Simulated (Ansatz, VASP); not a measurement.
## One calculation of ZrO2, two programs

```
Zr O
1.0
     0.00000    2.53500    2.53500
     2.53500    0.00000    2.53500
     2.53500    2.53500    0.00000
Zr O
1 2
Direct
  0.00000 0.00000 0.00000
  0.25000 0.25000 0.25000
  0.75000 0.75000 0.75000
```

Measurements of this composition are mostly on another form, of space group No. 14.

Alike in both runs: task single point; functional PBE; k mesh 8 × 8 × 8; occupations gaussian, width 0.05 eV; no spin polarisation.

|  | VASP | Ansatz |
| --- | --- | --- |
| version | VASP 6.6.1 | Ansatz 0.2.0 |
| potentials or method | VASP PAW PBE potentials, release 64 (Zr_sv, O) | scalar-relativistic, plane waves, PAW |
| plane-wave cutoff (eV) | 520 | 420 |
| valence electrons in the cell | 24 | 24 |

```tsv
	VASP	Ansatz	Ansatz less VASP
gap on the k mesh at the Fermi level (eV)	3.39	3.39	+0.008
least direct gap on the mesh (eV)	3.84	3.84	+0.006
pressure (GPa)	7.1	6.8	-0.34
```

The functional is the same, so the differences come from potentials, cutoffs and numerics.

A k mesh can miss the band edges. Expect the measured gap to be larger: semilocal functionals such as PBE lack the derivative discontinuity.
